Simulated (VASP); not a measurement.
# HC16 (a cell with a defect): single point with PBE

HC16 (a cell with a defect):

```xyz
17
Lattice="0.0000 3.5700 3.5700 3.5700 0.0000 3.5700 3.5700 3.5700 0.0000" Properties=species:S:1:pos:R:3 pbc="T T T"
C    -0.0292    0.0164    0.0616
C     0.8754    0.9098    0.9401
C     1.7634    1.7914    0.0447
C     2.6501    2.6832    0.9366
C     1.7551    0.0127    1.8335
C     2.6553    0.8902    2.7085
C     3.5376    1.7871    1.8171
C     4.4409    2.6652    2.7116
C     0.0215    1.7987    1.8720
C     0.8736    2.7101    2.7443
C     1.7606    3.5688    1.8294
C     2.6523    4.4687    2.7300
C     1.6938    1.7193    3.5313
C     2.7194    2.7645    4.5768
C     3.5398    3.5542    3.5895
C     4.3932    4.4297    4.4970
H     5.7938    5.2720    4.5814
```

The cell was built by a generator and needn't be a form met in nature.

| Item | Value |
| --- | --- |
| Program | VASP 6.6.1 |
| Task | single point |
| Functional | PBE |
| Potentials or basis | VASP PAW PBE potentials, release 64 (C, H) |
| Cutoff | 520 eV |
| k mesh | 2 × 2 × 2 |
| Occupations | fermi-dirac, width 0.02 eV |
| Spin | no spin polarisation |

The largest force is 0.077 eV/Å. The band gap on the k mesh is 2.52 eV, direct.

Forces in eV/Å, atoms in the order of the input:
```
C    0.014 -0.016 -0.005
C   -0.008 -0.013 -0.016
C   -0.020 -0.005  0.027
C   -0.018 -0.014  0.001
C    0.008  0.059  0.020
C    0.023  0.018  0.045
C   -0.008  0.016 -0.005
C   -0.011 -0.025  0.016
C   -0.031  0.010 -0.045
C    0.016 -0.034 -0.019
C    0.029  0.021 -0.009
C   -0.019 -0.027  0.000
C   -0.038  0.044 -0.035
C    0.027  0.049 -0.034
C    0.000 -0.001 -0.015
C    0.041 -0.040  0.051
H   -0.006 -0.043  0.024
```

Levels at points of the mesh, in eV from the valence-band top:
```csv
k point,band 30,band 31,band 32,band 33,band 34,band 35
"(0.00, 0.00, 0.00)",-0.26,-0.14,0.00,2.52,3.41,4.30
"(0.50, 0.00, 0.00)",-1.91,-1.64,-1.55,3.75,4.01,5.54
"(0.00, 0.50, 0.00)",-1.86,-1.71,-1.63,3.33,5.36,5.70
"(0.00, 0.00, 0.50)",-1.86,-1.71,-1.62,3.34,5.34,5.65
"(0.50, 0.50, 0.50)",-1.89,-1.86,-1.82,4.64,5.42,5.75
"(0.50, 0.50, 0.00)",-3.13,-3.02,-2.91,3.25,4.32,6.42
"(0.00, 0.50, 0.50)",-3.12,-3.08,-2.89,3.58,4.19,6.44
"(0.50, 0.00, 0.50)",-3.13,-3.01,-2.90,3.21,4.33,6.41
```

It took 30 s on 1 thread of Intel(R) Xeon(R) 6975P-C (Granite Rapids), with other jobs on the host, peak memory 0.24 GiB.

Caveat: the k mesh is coarse (spacing up to 0.76 Å⁻¹), so the values aren't converged; the cell carries a net charge on a neutralising background, which shifts energy and pressure; the cell is charged against a uniform background, so pressure and absolute levels hang on convention. PBE gaps usually lie below the measured ones, often by a third to a half.
